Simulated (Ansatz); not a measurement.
**Strained layers on ZnSe(001)**

Plane-wave DFT in Ansatz, PBEsol, scalar-relativistic PAW potentials, cutoff 420 eV, no spin-orbit coupling; no spin polarisation. Relaxed cubic crystals, elastic constants with ions relaxed. The substrate, ZnSe (F-43m), has a = 5.633 Å.

```csv
film,a (Å),C11 (GPa),C12 (GPa)
InP (F-43m),5.878,94.8,52.9
Si (Fd-3m),5.434,156.6,62.4
GaP (F-43m),5.438,134.8,60.2
```

For coherent growth on (001), give the strains, the film stress and the thickness at which misfit dislocations become favourable.

In the plane ε∥ = a_s/a − 1; free along the normal, ε⊥ = −(2C12/C11) ε∥; the stress is Mε∥ with M = C11 + C12 − 2C12²/C11 (tension positive). For 60° dislocations (b = a/√2, ν = C12/(C11 + C12)) the Matthews–Blakeslee balance for one layer on a thick substrate is h = b(1 − ν/4)(ln(h/b) + 1)/(4π|ε∥|(1 + ν)).
| film | ε∥ (%) | ε⊥ (%) | M (GPa) | stress (GPa) | h_c (nm) |
| --- | --- | --- | --- | --- | --- |
| InP (F-43m) | -4.17 | +4.65 | 89 | -3.7 | 1.0 |
| Si (Fd-3m) | +3.66 | -2.92 | 169 | +6.2 | 1.4 |
| GaP (F-43m) | +3.59 | -3.20 | 141 | +5.1 | 1.4 |

h_c falls faster than 1/|ε∥|, owing to the logarithm, and depends on stiffness only through ν, since the film's and the dislocation's energy both scale with the shear modulus. It is an isotropic equilibrium estimate: cool growth keeps films coherent beyond it, large misfits give islands first, linear elasticity loses accuracy past a few per cent, and values of a few b mean that hardly any coherent film forms. The misfits are those of this functional at 0 K and can differ from measured ones by up to about one per cent of strain. Thicker films in tension may also crack. Interfaces between crystals of different valence carry charges of their own.

Cost: about 5.5 core-minutes for the runs cited, on Arm Neoverse V1, Arm Neoverse V2, Intel Xeon Platinum 8259CL (Skylake/Cascade Lake) (shared hosts).